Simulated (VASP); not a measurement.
Si3N4, 14 atoms in the cell. It takes space group I-43d (No. 220, cubic). Conventional cell: a = 6.475 Å, b = 6.475 Å, c = 6.475 Å, α = 90.00°, β = 90.00°, γ = 90.00°. Si (site symmetry -4) is surrounded by 4 N at 1.75 Å. Around N (site symmetry 3) lie 3 Si at 1.75 Å. Measurements of this composition are mostly on another form, of space group No. 176.

| Quantity | Value |
| --- | --- |
| Program | VASP 6.6.1 |
| Task | electric field gradients |
| Functional | PBE |
| Potentials or basis | VASP PAW PBE potentials, release 64 (Si, N) |
| Cutoff | 520 eV |
| k mesh | 6 × 6 × 6 |
| Occupations | fermi-dirac, width 0.02 eV |
| Spin | no spin polarisation |
| Dipole correction | no |
| Further INCAR settings | ALGO = Normal; EDIFF = 1e-08; NBANDS = 45 |

Potentials or basis: VASP PAW PBE potentials, release 64 (Si, N).

Launch:

```console
$ cat potpaw_PBE.64/Si/POTCAR potpaw_PBE.64/N/POTCAR > POTCAR
$ mpirun -np 1 vasp_std > vasp.out
```

Hardware: 1 thread of Intel(R) Xeon(R) 6975P-C (Granite Rapids), on a shared host.

Task: How long does it take, and how much memory?

Result: Wall time 74 s on 1 thread of Intel(R) Xeon(R) 6975P-C (Granite Rapids), with other jobs on the host, peak memory 0.28 GiB. Counts: scf iterations 16, k points 16.
